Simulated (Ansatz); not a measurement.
Cu in Ansatz: the effect of target pressure

Cu:

```
Cu
1.0
     1.21846   -3.97638    0.00000
     1.21846    3.97638    0.00000
     0.00000    0.00000    2.47550
Cu
2
Direct
  0.86613 0.13387 0.75000
  0.13387 0.86613 0.25000
```

This isn't the form of Cu at room conditions, which is fcc.

Alike in all runs:

| Property | Result |
| --- | --- |
| Program | Ansatz 0.2.0 |
| Task | relaxation of cell and atoms |
| Functional | PBEsol |
| Potentials or basis | Ansatz PAW |
| Cutoff | 420 eV (not typed: the program's choice for these potentials) |
| k mesh | 11 × 11 × 11 |
| Occupations | fermi-dirac, width 0.05 eV |
| Spin | no spin polarisation |

Each run relaxes the cell or the atoms first.

```tsv
target pressure	relaxed volume (Å³/atom)
0 GPa	?
2 GPa	11.72
5 GPa	11.51
10 GPa	11.21
20 GPa	10.71
30 GPa	10.32
```

Question: What does the run with target pressure 0 GPa give?

Answer: Relaxed volume 11.87 Å³/atom.

Worked out: In Murnaghan's law V^(-B') rises as a straight line in P. The other rows fit best with B' = 4.6, V0 = 11.87 Å³/atom and B0 = 153 GPa, which gives 11.87 Å³/atom at 0 GPa, against the run's 11.87.

Caveats: the plane-wave basis is chosen anew once the cell has moved, so the energies of steps on either side of that aren't comparable; the PAW data sets come from PBE, with cores solved anew for the run's functional, which leaves a small shift of forces and pressure.
